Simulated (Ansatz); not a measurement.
The same path of a periodic cell of 17 atoms, Si (host Si, host structure diamond, interstitial Si) was run twice with different band settings. Lost on the way: Si6–Si17. Made: Si9–Si17.

All numbers below come from Ansatz 0.2.0, DFT PBEsol, scalar-relativistic, plane waves, PAW. Settings: PAW set soft_1, cutoff 420 eV, k mesh 2x2x2, gaussian smearing 0.02 eV, no spin polarisation.

Relaxed end points:

```xyz
17
Lattice="0.0000 5.4300 5.4300 5.4300 0.0000 5.4300 5.4300 5.4300 0.0000" Properties=species:S:1:pos:R:3
Si 0.031 -0.005 -0.001
Si 1.351 1.358 1.361
Si 2.714 2.678 -0.002
Si 4.094 4.044 1.379
Si 2.713 -0.005 2.681
Si 4.094 1.375 4.048
Si 5.429 2.709 2.713
Si 6.763 4.044 4.048
Si -0.001 2.711 2.714
Si 1.351 4.063 4.066
Si 2.714 5.425 2.746
Si 4.076 6.788 4.066
Si 2.714 2.743 5.428
Si 4.076 4.063 6.791
Si 5.396 5.425 5.428
Si 6.764 6.805 6.808
Si 8.144 5.424 5.428
```

```xyz
17
Lattice="0.0000 5.4300 5.4300 5.4300 0.0000 5.4300 5.4300 5.4300 0.0000" Properties=species:S:1:pos:R:3
Si 0.001 0.006 -0.008
Si 1.360 1.326 1.357
Si 2.742 2.694 -0.022
Si 4.113 4.072 1.357
Si 2.723 0.005 2.718
Si 4.075 1.357 4.072
Si 5.430 2.707 2.720
Si 6.790 4.073 4.039
Si -0.021 2.693 2.736
Si 1.360 4.072 4.102
Si 2.743 5.452 2.736
Si 4.075 6.788 4.072
Si 2.722 2.711 5.424
Si 4.043 4.072 6.786
Si 5.409 5.452 5.406
Si 6.790 6.819 6.786
Si 6.791 4.073 6.786
```

Common settings: spring 5.0 eV/Å²; optimiser quadratic models (default); force threshold 0.05 eV/Å; end points relaxed.

| run | movable images | climbing image | start path | iteration limit |
| --- | --- | --- | --- | --- |
| 1 | 3 | yes | straight line | 80 |
| 2 | 4 | from the first iteration | default | 39 |

(1) What does each run give, and how far can it be trusted?

Results:

(1) Run 1: converged after 47 iterations, highest image 0.294 eV above the first end. By the program's own check the climbing image is a first-order saddle point (lowest curvatures found: -0.30 and 0.62 eV/Å²).
Run 2: converged after 8 iterations, highest image 0.294 eV above the first end. The order of the point at the top wasn't checked.
Limits of this set-up: coarse k mesh, PAW files made for another functional, a small cell, in which the defect meets its images, a typed lattice constant that wasn't relaxed here.
